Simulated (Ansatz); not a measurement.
ZnS: stacking energies as a chain of layer couplings

Theory: DFT PBEsol, scalar-relativistic, plane waves, PAW in Ansatz.

Cutoff 420 eV, Γ-centred meshes of like density (12×12×4 for the 6-atom cell), Gaussian smearing of 0.02 eV, energies at zero smearing and 0 K, each start's symmetry kept, no spin polarisation.

Close-packed stackings of ZnS (double layers of a tetrahedral net) were relaxed in cell and atoms. Energies are per layer, over the stacking AB. Give each step between layers a spin, σ = +1 for A→B, B→C, C→A and −1 for the reverse, and write the energy per layer as E = E₀ − J₁⟨σᵢσᵢ₊₁⟩ − J₂⟨σᵢσᵢ₊₂⟩.

```csv
stacking,⟨σᵢσᵢ₊₁⟩,⟨σᵢσᵢ₊₂⟩,E − E(AB) (meV/layer)
AB,-1,1,0
ABC,1,1,-5.2
ABABCBC,-0.143,-0.143,-2.4
ABCACBAC,0.5,0,-4.0
```

Task: Fit J₁ and J₂, and predict the energy of ABCBACB.

Result: Over AB the model reads ΔE = −J₁(⟨σᵢσᵢ₊₁⟩ + 1) − J₂(⟨σᵢσᵢ₊₂⟩ − 1). Least squares on the 3 rows under AB gives J₁ = 2.58 and J₂ = -0.14 meV, with a residual of 0.01 meV rms. For ABCBACB the averages are 0.429 and -0.143, so ΔE = -3.8 meV a layer; the calculation gives -3.9. The two couplings carry this family well.

Task: Which of AB, ABC, ABAC and ABCACB does the model put lowest, and what do isolated faults cost in ABC stacking?

Result: Over AB the four lie at 0, −2J₁, −J₁ + 2J₂ and (4/3)(J₂ − J₁): AB 0.0, ABC -5.2, ABAC -2.9, ABCACB -3.6 meV a layer, so ABC is lowest. A fault turns some spins; counting the pairs that change sign and dividing by the area of a layer's cell, (√3/2)a² = 12.42 Å² with the cells' mean a = 3.786 Å (1 meV/Å² = 16.02 mJ/m²): intrinsic stacking fault 4(J₁ + J₂) = 9.8 meV, 13 mJ/m²; extrinsic fault 4(J₁ + 2J₂) = 9.2 meV, 12 mJ/m²; twin boundary 2(J₁ + 2J₂) = 4.6 meV, 6 mJ/m². These are model values: no fault cell was computed here.

Cost: 4 runs of about 37 core-minutes in all, on Intel Xeon Processor @ 2.50GHz (Skylake/Cascade Lake) (shared hosts).

Cubic ABC stacking is the lowest of the stackings considered, in line with zinc blende being the low-temperature form of ZnS, and the energy falls steadily as more neighbouring steps share the same sense. All these stackings keep the same tetrahedral first shell, so the preference arises only from more distant contacts. Cubic stacking staggers the bonds between layers, whereas hexagonal stacking eclipses some of them and brings unlike ions closer. In moderately ionic ZnS the electrostatic gain probably fails to offset the cost of eclipsing, though only narrowly.

The negative J₂ favours alternating blocks such as ABAC, but is far too weak against J₁ to make them the ground state. The many known ZnS polytypes therefore more likely reflect growth history, faulting and entropy than a competing energy minimum. The small fault costs fit the ready twinning of ZnS, while the slight preference for extrinsic over intrinsic faults rests entirely on the small J₂. The transition to wurtzite on heating would require vibrational free energies.
